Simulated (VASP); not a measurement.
# InAs (F-43m) in VASP: phonons with r2SCAN

Aim: the phonons of InAs with r2SCAN.

Program: VASP 6.6.1. These are calculated values, not measurements. Logs are shortened: lines on timing, memory, paths and dates and some standing lists are left out, and cuts for length are marked.

### Step 1. The structure

The structure is cubic, space group F-43m (No. 216). The conventional cell has a = 6.036 Å, b = 6.036 Å, c = 6.036 Å, α = 90.00°, β = 90.00°, γ = 90.00°. Around In (site symmetry -43m) lie 4 As at 2.61 Å. As (site symmetry -43m) has 4 In at 2.61 Å as nearest neighbours.

### Step 2. Phonons, r2SCAN

Input file POSCAR:

```
InAs
1.0
    0.0000000000      3.0180000000      3.0180000000
    3.0180000000      0.0000000000      3.0180000000
    3.0180000000      3.0180000000      0.0000000000
In As
1 1
Direct
    0.0000000000      0.0000000000      0.0000000000
    0.2500000000      0.2500000000      0.2500000000
```

Input file INCAR.step1:

```
SYSTEM = InAs
  PREC = Accurate
  ENCUT = 600
  EDIFF = 1E-8
  ISMEAR = 0
  SIGMA = 0.1
  LREAL = .FALSE.
  LASPH = .TRUE.
  NELM = 80
  ALGO = Normal
  ISIF = 3
  LWAVE = .FALSE.
  LCHARG = .FALSE.
  METAGGA = R2SCAN
  LMIXTAU = .TRUE.
  IBRION = 2
  NSW = 40
  EDIFFG = -0.002
```

Input file INCAR.step2:

```
SYSTEM = InAs
  PREC = Accurate
  ENCUT = 600
  EDIFF = 1E-8
  ISMEAR = 0
  SIGMA = 0.1
  LREAL = .FALSE.
  LASPH = .TRUE.
  NELM = 80
  ALGO = Normal
  ISIF = 2
  LWAVE = .FALSE.
  LCHARG = .FALSE.
  METAGGA = R2SCAN
  LMIXTAU = .TRUE.
  IBRION = 6
  NFREE = 2
  POTIM = 0.015
  NSW = 1
```

Input file KPOINTS:

```
Automatic mesh
0
G
  12 12 12
  0 0 0
```

Potentials or basis: VASP PAW PBE potentials, release 64 (In_d, As).

Launch:

```bash
cat potpaw_PBE.64/In_d/POTCAR potpaw_PBE.64/As/POTCAR > POTCAR
cp INCAR.step1 INCAR
mpirun -np 1 vasp_std > vasp.out
cp CONTCAR POSCAR
cp INCAR.step2 INCAR
mpirun -np 1 vasp_std > vasp.out
```

OUTCAR:

```text
SYSTEM = InAs
   PREC = Accurate
   ENCUT = 600
   EDIFF = 1E-8
   ISMEAR = 0
   LREAL = .FALSE.
   LASPH = .TRUE.
   NELM = 80
   ISIF = 2
   METAGGA = R2SCAN
   IBRION = 6
   NFREE = 2
   POTIM = 0.015
   NSW = 1

 ion  position               nearest neighbor table
   1  0.000  0.000  0.000-   2 2.65   2 2.65   2 2.65   2 2.65
   2  0.250  0.250  0.250-   1 2.65   1 2.65   1 2.65   1 2.65

  LATTYP: Found a face centered cubic cell.
 ALAT       =     6.1094691933

  Lattice vectors:

 A1 = (   0.0000000000,   3.0547345966,   3.0547345966)
 A2 = (   3.0547345966,   0.0000000000,   3.0547345966)
 A3 = (   3.0547345966,   3.0547345966,   0.0000000000)

Analysis of symmetry for initial positions (statically):
=====================================================================
 Subroutine PRICEL returns:
 Original cell was already a primitive cell.

 Routine SETGRP: Setting up the symmetry group for a
 face centered cubic supercell.

 Subroutine GETGRP returns: Found 24 space group operations
 (whereof 24 operations were pure point group operations)
 out of a pool of 48 trial point group operations.

The static configuration has the point symmetry T_d .

Analysis of symmetry for dynamics (positions and initial velocities):
=====================================================================
 Subroutine PRICEL returns:
 Original cell was already a primitive cell.

 Routine SETGRP: Setting up the symmetry group for a
 face centered cubic supercell.

 Subroutine GETGRP returns: Found 24 space group operations
 (whereof 24 operations were pure point group operations)
 out of a pool of 48 trial point group operations.

The dynamic configuration has the point symmetry T_d .

 Subroutine INISYM returns: Found 24 space group operations
 (whereof 24 operations are pure point group operations),
 and found     1 'primitive' translations

----------------------------------------------------------------------------------------

                                     Primitive cell

  volume of cell :      57.0099

  direct lattice vectors                    reciprocal lattice vectors
     0.000000000  3.054734597  3.054734597    -0.163680341  0.163680341  0.163680341
     3.054734597  0.000000000  3.054734597     0.163680341 -0.163680341  0.163680341
     3.054734597  3.054734597  0.000000000     0.163680341  0.163680341 -0.163680341

  length of vectors
     4.320047096  4.320047096  4.320047096     0.283502667  0.283502667  0.283502667

  position of ions in fractional coordinates (direct lattice)
     0.000000000  0.000000000  0.000000000
     0.250000000  0.250000000  0.250000000

  ion indices of the primitive-cell ions
   primitive index   ion index
                 1           1
                 2           2

----------------------------------------------------------------------------------------

 KPOINTS: Automatic mesh

Automatic generation of k-mesh.
 Grid dimensions read from file:
 generate k-points for:   12   12   12

 Generating k-lattice:

  Cartesian coordinates                     Fractional coordinates (reciprocal lattice)
    -0.013640028  0.013640028  0.013640028     0.083333333  0.000000000  0.000000000
     0.013640028 -0.013640028  0.013640028     0.000000000  0.083333333  0.000000000
     0.013640028  0.013640028 -0.013640028     0.000000000  0.000000000  0.083333333

  Length of vectors
     0.023625222  0.023625222  0.023625222

  Shift w.r.t. Gamma in fractional coordinates (k-lattice)
     0.000000000  0.000000000  0.000000000

 Subroutine IBZKPT returns following result:
 ===========================================

 Found     72 irreducible k-points:

 Following reciprocal coordinates:
            Coordinates               Weight
  0.000000  0.000000  0.000000      1.000000
  0.083333  0.000000  0.000000      8.000000
  0.166667  0.000000  0.000000      8.000000
  0.250000  0.000000  0.000000      8.000000
  0.333333  0.000000  0.000000      8.000000
  0.416667  0.000000  0.000000      8.000000
[... 16 lines left out ...]
  0.500000  0.166667  0.000000     24.000000
 -0.416667  0.166667  0.000000     24.000000
 [... further k-points ...]
   k-points           NKPTS =     72   k-points in BZ     NKDIM =     72   number of bands    NBANDS=     13
   number of dos      NEDOS =    301   number of ions     NIONS =      2
   total plane-waves  NPLWV =  46656
   dimension x,y,z NGX =    36 NGY =   36 NGZ =   36
   dimension x,y,z NGXF=    72 NGYF=   72 NGZF=   72
   ions per type =               1   1
   NGX,Y,Z   is equivalent  to a cutoff of  13.85, 13.85, 13.85 a.u.
   NGXF,Y,Z  is equivalent  to a cutoff of  27.71, 27.71, 27.71 a.u.
 SYSTEM =  InAs
   PREC   = accura    normal or accurate (medium, high low for compatibility)
   ISTART =      0    job   : 0-new  1-cont  2-samecut
   ICHARG =      2    charge: 1-file 2-atom 10-const
   ISPIN  =      1    spin polarized calculation?
   LNONCOLLINEAR =      F non collinear calculations
   LSORBIT =      F    spin-orbit coupling
   LASPH  =      T    aspherical Exc in radial PAW
   ENCUT  =  600.0 eV  44.10 Ry    6.64 a.u.   8.63  8.63  8.63*2*pi/ulx,y,z
   NELM   =     80;   NELMIN=  2; NELMDL=  0     # of ELM steps
   EDIFF  = 0.1E-07   stopping-criterion for ELM
   LREAL  =      F    real-space projection
   EDIFFG = 0.1E-06   stopping-criterion for IOM
   NSW    =     61    number of steps for IOM
   IBRION =      6    ionic relax: 0-MD 1-quasi-New 2-CG
   NFREE  =      2    steps in history (QN), initial steepest desc. (CG)
   ISIF   =      2    stress and relaxation
   ISYM   =      2    0-nonsym 1-usesym 2-fastsym
   POTIM  = 0.0150    time-step for ionic-motion
   TEBEG  =    0.0;   TEEND  =   0.0 temperature during run
   PSTRESS=    0.0 pullay stress
   NELECT =      18.0000    total number of electrons
   NUPDOWN=      -1.0000    fix difference up-down
   EMIN   =  10.00;   EMAX   =-10.00  energy-range for DOS
   EFERMI =   0.00;   METHOD = LEGACY
   ISMEAR =     0;   SIGMA  =   0.10  broadening in eV -4-tet -1-fermi 0-gaus
   EFERMI_NEDOS =   21; number of points for ismear=-14 and -15
   IALGO  =     38    algorithm
   IMIX   =      4    mixing-type and parameters
     AMIX     =   0.40;   BMIX     =  1.00
     AMIX_MAG =   1.60;   BMIX_MAG =  1.00
  volume/ion in A,a.u.               =      28.50       192.36
  Fermi-wavevector in a.u.,A,eV,Ry     =   1.114762  2.106595 16.907885  1.242694
  Thomas-Fermi vector in A             =   2.251360
   LORBIT       =      0    0 simple, 1 ext, 2 COOP (PROOUT), +10 PAW based schemes
   METAGGA = R2SCAN    functional components
   LHFCALC =     F    Hartree Fock is set to
   AEXX    =    0.0000 exact exchange contribution
   IVDW    =     0    specifies the selected vdW correction
   LEPSILON=     F    determine dielectric tensor
   LRPA    =     F    only Hartree local field effects (RPA)
 finite differences with symmetry
 non-spin polarized calculation
 Gauss-broadening in eV      SIGMA  =   0.10
  energy-cutoff  :      600.00
  volume of cell :       57.01
 maximum number of plane-waves:      1932
   NGX = 17   NGY = 17   NGZ = 17

--------------------------------------- Ionic step        1  -------------------------------------------

 number of electron      18.0000002 magnetization

 Free energy of the ion-electron system (eV)
  ---------------------------------------------------
  ext. energy  EPLUGINS =         0.00000000
  ---------------------------------------------------
  free energy    TOTEN  =       -38.06318137 eV

  energy without entropy =      -38.06306022  energy(sigma->0) =      -38.06312079

------------------------ aborting loop because EDIFF is reached ----------------------------------------

  FORCE on cell =-STRESS in cart. coord.  units (eV):
  Direction    XX          YY          ZZ          XY          YZ          ZX
  --------------------------------------------------------------------------------------
  -------------------------------------------------------------------------------------
  Total        0.0042888      0.0042888      0.0042888      0.0000000      0.0000000      0.0000000
  in kB        0.1205311      0.1205311      0.1205311      0.0000000      0.0000000      0.0000000
  external PRESSURE =       0.1205311 kB  Pullay stress =       0.0000000 kB
[... 129 lines left out ...]
  energy  without entropy=      -38.0622341268  energy(sigma->0) =      -38.06229470

--------------------------------------- Ionic step        5  -------------------------------------------

 number of electron      18.0000001 magnetization

 Free energy of the ion-electron system (eV)
  ---------------------------------------------------
  ext. energy  EPLUGINS =         0.00000000
  ---------------------------------------------------
  free energy    TOTEN  =       -38.06235494 eV

  energy without entropy =      -38.06223380  energy(sigma->0) =      -38.06229437

 E-fermi :   4.0524     XC(G=0):  -9.5158

 val. band max:        4.0437106505   @ k =   0.0000   0.0000   0.0000
 cond. band min:       4.9706144031   @ k =   0.0833   0.0000   0.0000
 fundamental gap:      0.9269037527
 Fermi energy:         4.0524101686

 k-point     1 :       0.0000    0.0000    0.0000
  band No.  band energies     occupation
      1     -10.8300      2.00000
      2     -10.8276      2.00000
      3     -10.8247      2.00000
      4     -10.6931      2.00000
      5     -10.6930      2.00000
      6      -8.1357      2.00000
      7       3.9336      1.90720
      8       3.9639      1.78909
      9       3.9932      1.59734
     10       4.0437      1.09792
     11       8.2000      0.00000
     12       8.2207      0.00000
     13       8.2429      0.00000
[... 353 lines left out ...]
 k-point    24 :      -0.4167    0.1667    0.0000
  band No.  band energies     occupation
      1     -10.9578      2.00000
      2     -10.7876      2.00000
      3     -10.7834      2.00000
      4     -10.6927      2.00000
      5     -10.6875      2.00000
      6      -6.5356      2.00000
      7      -1.6477      2.00000
      8       1.6453      2.00000
      9       2.7149      2.00000
     10       6.4699      0.00000
     11       8.6414      0.00000
     12       9.7541      0.00000
     13      11.3010      0.00000

 [... further k-points ...]
[... 5 lines left out ...]
  --------------------------------------------------------------------------------------
  -------------------------------------------------------------------------------------
  Total        0.0050489      0.0070955      0.0070955      0.0000000      0.1096739      0.0000000
  in kB        0.1418911      0.1994070      0.1994070      0.0000000      3.0822194      0.0000000
  external PRESSURE =       0.1802350 kB  Pullay stress =       0.0000000 kB
[... 17 lines left out ...]
  FREE ENERGIE OF THE ION-ELECTRON SYSTEM (eV)
  ---------------------------------------------------
  free  energy   TOTEN  =       -38.0623549426 eV

  energy  without entropy=      -38.0622338017  energy(sigma->0) =      -38.06229437

 INTERNAL STRAIN TENSORS FROM DISPLACED ATOMS
 ============================================

 INTERNAL STRAIN TENSOR FOR ION    1 for displacements in x,y,z  (eV/Angst):
          X           Y           Z          XY          YZ          ZX
  --------------------------------------------------------------------------------
  x     0.00000     0.00000     0.00000     0.00000     7.30967     0.00000
  y     0.00000     0.00000     0.00000     0.00000     0.00000     7.30967
  z     0.00000     0.00000     0.00000     7.30967     0.00000     0.00000

 INTERNAL STRAIN TENSOR FOR ION    2 for displacements in x,y,z  (eV/Angst):
          X           Y           Z          XY          YZ          ZX
  --------------------------------------------------------------------------------
  x    -0.00000    -0.00000    -0.00000     0.00000    -7.30791     0.00000
  y     0.00000    -0.00000     0.00000     0.00000     0.00000    -7.30791
  z    -0.00000    -0.00000    -0.00000    -7.30791     0.00000     0.00000

 Eigenvectors and eigenvalues of the dynamical matrix
 ----------------------------------------------------

   1 f  =    6.293250 THz    39.541655 2PiTHz  209.920217 cm-1    26.026778 meV
             X         Y         Z           dx          dy          dz
      0.000000  0.000000  0.000000     0.000000    0.628318    0.000000
      1.527367  1.527367  1.527367     0.000000   -0.777957    0.000000

   2 f  =    6.293250 THz    39.541655 2PiTHz  209.920217 cm-1    26.026778 meV
             X         Y         Z           dx          dy          dz
      0.000000  0.000000  0.000000    -0.628318    0.000000    0.000000
      1.527367  1.527367  1.527367     0.777957    0.000000    0.000000
[... 11 lines left out ...]
   5 f/i=    0.000508 THz     0.003195 2PiTHz    0.016960 cm-1     0.002103 meV
             X         Y         Z           dx          dy          dz
      0.000000  0.000000  0.000000     0.000000   -0.777957    0.000000
      1.527367  1.527367  1.527367     0.000000   -0.628318    0.000000

   6 f/i=    0.000508 THz     0.003195 2PiTHz    0.016960 cm-1     0.002103 meV
             X         Y         Z           dx          dy          dz
      0.000000  0.000000  0.000000     0.000000    0.000000    0.777957
      1.527367  1.527367  1.527367     0.000000    0.000000    0.628318

 ELASTIC MODULI CONTR FROM IONIC RELAXATION (kBar)
 Direction    XX          YY          ZZ          XY          YZ          ZX
 --------------------------------------------------------------------------------
 XX          -0.0000     -0.0000     -0.0000     -0.0000     -0.0000      0.0000
 YY          -0.0000     -0.0000     -0.0000     -0.0000     -0.0000     -0.0000
 ZZ          -0.0000     -0.0000     -0.0000     -0.0000     -0.0000      0.0000
 XY          -0.0000     -0.0000     -0.0000   -204.3404      0.0000      0.0000
 YZ          -0.0000     -0.0000     -0.0000      0.0000   -204.3404      0.0000
 ZX           0.0000     -0.0000      0.0000      0.0000      0.0000   -204.3404
 --------------------------------------------------------------------------------
```

Run time: 29 min. Hardware: 1 thread of Intel Xeon 6975P-C (Granite Rapids), shared host; peak memory 0.59 GiB.

Results:

| Property | Result |
| --- | --- |
| Relaxed volume | 28.50 Å³/atom |
| Relaxed cell | a = 4.320 Å, b = 4.320 Å, c = 4.320 Å, α = 60.00°, β = 60.00°, γ = 60.00° |
| Space group after relaxing (to 0.05 Å) | F-43m (No. 216) |
| Highest phonon frequency at Γ, LO-TO splitting left out | 210 cm⁻¹ |

The path:
| step | energy change (eV) | largest force (eV/Å) | pressure (GPa) | volume (Å³) |
| --- | --- | --- | --- | --- |
| 1 | 0.0000 | 0.0000 | 2.29 | 54.98 |
| 2 | -0.0100 | 0.0000 | -1.09 | 58.16 |
| 3 | -0.0140 | 0.0000 | 0.01 | 57.01 |

Final structure:
```xyz
2
Lattice="0.0000 3.0547 3.0547 3.0547 0.0000 3.0547 3.0547 3.0547 0.0000" Properties=species:S:1:pos:R:3 pbc="T T T"
In    0.0000    0.0000    0.0000
As    1.5274    1.5274    1.5274
```

Phonon frequencies in cm⁻¹ (negative: imaginary):
```csv
q point,frequencies
"(0.000, 0.000, 0.000)",0 0 0 210 210 210
```

Caveat: the PAW data sets were made with another functional, which shifts forces and pressure a little.
